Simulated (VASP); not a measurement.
A run of VASP 6.6.1 is set up as follows.

The input INCAR:

```
  ALGO = Normal
  EDIFF = 1E-7
  EDIFFG = -0.005
  ENCUT = 600
  GGA = PE
  IBRION = 2
  ISIF = 3
  ISMEAR = 0
  IVDW = 12
  KPAR = 4
  LASPH = True
  LCHARG = False
  LREAL = False
  LWAVE = False
  NELM = 80
  NSW = 90
  PREC = Accurate
  SIGMA = 0.03
```

File KPOINTS:

```
k-points
0
Gamma
  6 6 6
```

POSCAR

```
As2Pt                                   
1.0
    5.9915287629     -0.0000000000      0.0000000000
   -0.0000000000      5.9915287629     -0.0000000000
   -0.0000000000     -0.0000000000      5.9915287629
  As              Pt            
     8     4
Direct
     0.3830643087021579    0.3830643087021579    0.3830643087021579
     0.1169356912978421    0.6169356912978422    0.8830643087021578
     0.8830643087021578    0.1169356912978421    0.6169356912978422
     0.6169356912978422    0.8830643087021578    0.1169356912978421
     0.6169356912978422    0.6169356912978422    0.6169356912978422
     0.8830643087021578    0.3830643087021579    0.1169356912978421
     0.1169356912978421    0.8830643087021578    0.3830643087021579
     0.3830643087021579    0.1169356912978421    0.8830643087021578
     0.0000000000000000    1.0000000000000000    0.0000000000000000
     0.5000000000000000    1.0000000000000000    0.5000000000000000
     0.5000000000000000    0.5000000000000000    0.0000000000000000
     0.0000000000000000    0.5000000000000000    0.5000000000000000
```

Potentials or basis: VASP PAW PBE potentials, release 64 (As, Pt).

The run is started by

```console
$ cat potpaw_PBE.64/As/POTCAR potpaw_PBE.64/Pt/POTCAR > POTCAR
$ mpirun -np 4 vasp_std > vasp.out
```

(1) Estimate the dispersion energy per atom.

(2) Estimate the band gap on the k mesh.

(3) What does it give for the space group after relaxing (to 0.05 Å)?

(4) Predict the relaxed cell.

Results:

(1) -0.555 eV.

(2) 0.25 eV, indirect (least direct gap 0.97 eV).

(3) Pa-3 (No. 205).

(4) a = 5.992 Å, b = 5.992 Å, c = 5.992 Å, α = 90.00°, β = 90.00°, γ = 90.00°.

Caveat: spin-orbit coupling is left out, which moves the levels of the heavy elements.
